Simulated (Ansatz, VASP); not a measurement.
## Si in VASP and in Ansatz

```xyz
2
Lattice="-1.7896 1.7896 2.5464 1.7896 -1.7896 2.5464 1.7896 1.7896 -2.5464" Properties=species:S:1:pos:R:3 pbc="T T T"
Si    0.0000    0.0000    3.8193
Si    0.0000    0.0000    1.2734
```

Alike in both runs: functional PBE; k mesh 6 × 6 × 6; occupations gaussian, width 0.1 eV; no spin polarisation.

Ansatz relaxed the structure, and its values are those at the end. VASP's run is a single point on that final structure, the one shown.

|  | VASP | Ansatz |
| --- | --- | --- |
| version | VASP 6.6.1 | Ansatz 0.2.0 |
| potentials or method | VASP PAW PBE potentials, release 64 (Si) | scalar-relativistic, plane waves, PAW |
| plane-wave cutoff (eV) | 520 | 420 |
| valence electrons in the cell | 8 | 8 |

|  | VASP | Ansatz | Ansatz less VASP |
| --- | --- | --- | --- |
| gap on the k mesh at the Fermi level (eV) | none | none | - |
| pressure (GPa) | -0.2 | -0.1 | +0.05 |

A gap of «none» marks a metal or a gap that the smearing closes. With one functional, cell and mesh, what is left measures potentials, basis and numerics.

Caveats: the k mesh is coarse (spacing up to 0.41 Å⁻¹), so the values aren't converged.
